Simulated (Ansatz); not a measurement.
# Epitaxial strain in HfO$_{2}$: moduli and critical thickness

Method: Ansatz, DFT r2SCAN, scalar-relativistic, plane waves, PAW. (500 eV cutoff, 6×6×8 k-mesh, Gaussian smearing of 0.02 eV, no spin polarisation)

The relaxed crystal:

```yaml
crystal:
  lattice:
    - [4.83820, 0.00000, 0.00000]
    - [0.00000, 4.83820, 0.00000]
    - [0.00000, 0.00000, 3.22035]
  atoms:
    - { symbol: Hf, position: [0.00000, 0.00000, 0.00000] }
    - { symbol: Hf, position: [0.50000, 0.50000, 0.50000] }
    - { symbol: O, position: [0.19492, 0.80508, 0.50000] }
    - { symbol: O, position: [0.30508, 0.30508, 0.00000] }
    - { symbol: O, position: [0.69492, 0.69492, 0.00000] }
    - { symbol: O, position: [0.80508, 0.19492, 0.50000] }
```

The a-b plane is strained alike in both directions, as on a substrate, while c and the atoms relax within the symmetry that the strain leaves. Stress is positive in compression; energies are free energies at the smearing used, per atom.

Spin–orbit coupling is left out, which can shift energies with elements as heavy as these.

```
strain (%) c (Å)  σ in plane (GPa)  ΔE (meV/atom)
      -6.0  3.3696             26.21         117.64
      -4.0  3.3138             16.88          51.18
      -2.0  3.2639              8.13          12.50
      +0.0  3.2203              0.00           0.00
      +2.0  3.1826             -7.32          11.78
      +4.0  3.1512            -13.62          45.38
      +6.0  3.1253            -18.68          97.58
```

Get the biaxial modulus twice, from the stresses and from the energies of the innermost pair.

From stress: M = −Δσ/Δε = (8.13 − (-7.32)) / 0.040 = 386 GPa. Two in-plane directions each store σε/2, so the energy density is Mε²: M = (mean ΔE)/(V ε²) = 12.14 meV / (12.564 Å³ × 0.020²) × 0.16022 GPa Å³/meV = 387 GPa. The two agree.

How well does Mε², with M from the stresses, predict the outermost points?

109.0 meV predicted against 117.6 computed at -6.0 %; 109.0 meV predicted against 97.6 computed at +6.0 %. Compression costs more than stretching, the usual sign of bonds that stiffen as they shorten.

How does c respond, and up to what thickness can a film with 1 % or 2 % misfit stay coherent on a thick substrate?

c answers with ε_c = −0.63 ε. In an isotropic solid that ratio is 2ν/(1 − ν), so ν = r/(2 + r) = 0.24. A film of thickness h stores Mε²h per area, 38.6 mJ/m² per nm at 1 %. The Matthews–Blakeslee balance for pure edge misfit dislocations, h = b/(8πf(1 + ν)) × (ln(h/b) + 1), with b taken as the in-plane vector a = 4.84 Å, solved by iteration, gives 5.3 nm at f = 1 % and 1.8 nm at 2 %. This is an isotropic estimate in which the moduli cancel; the real Burgers vector, glide system, anisotropy and slow kinetics can shift it by a factor of a few, mostly upward.

This rutile-type form isn't the usual stable structure of the compound.